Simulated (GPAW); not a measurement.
TaN:

```
Ta N
1.0
     0.00000    2.21132    2.21132
     2.21132    0.00000    2.21132
     2.21132    2.21132    0.00000
Ta N
1 1
Direct
  0.50000 0.50000 0.50000
  0.00000 0.00000 0.00000
```

The cell comes from a database or a generator and needn't be the stable form of this composition.

```yaml
Program: GPAW 26.7.0
Task: relaxation of cell and atoms
Functional: PBEsol
Dispersion: D3(BJ)+ATM
Potentials_or_basis: PAW data sets generated in the run's folder for this functional
Cutoff: 800 eV
Basis: pw
k_mesh: 10 × 10 × 10
Occupations: fermi-dirac, width 0.05 eV
Spin: no spin polarisation
```

At the start: pressure -16.5 GPa; volume 10.81 Å³/atom.

Task: How do energy, volume and symmetry change on relaxing?

Result: Over 4 steps the energy falls by 25.7 meV/atom and the volume is 10.30 Å³/atom (-4.8 %); space group Fm-3m (No. 225, to 0.05 Å).

The path:
```tsv
step	energy change (eV)	largest force (eV/Å)	pressure (GPa)	volume (Å³)
1	0.0000	0.0000	-16.48	21.63
2	-0.0386	0.0000	-8.92	21.12
3	-0.0513	0.0000	0.59	20.56
4	-0.0515	0.0000	-0.02	20.59
```

Final structure:
```
Ta N
1.0
     0.00000    2.17555    2.17555
     2.17555    0.00000    2.17555
     2.17555    2.17555    0.00000
Ta N
1 1
Direct
  0.50000 0.50000 0.50000
  0.00000 0.00000 0.00000
```

Caveat: later steps reuse the first step's grids; pairwise dispersion overbinds metals, which lowers pressure and volume.
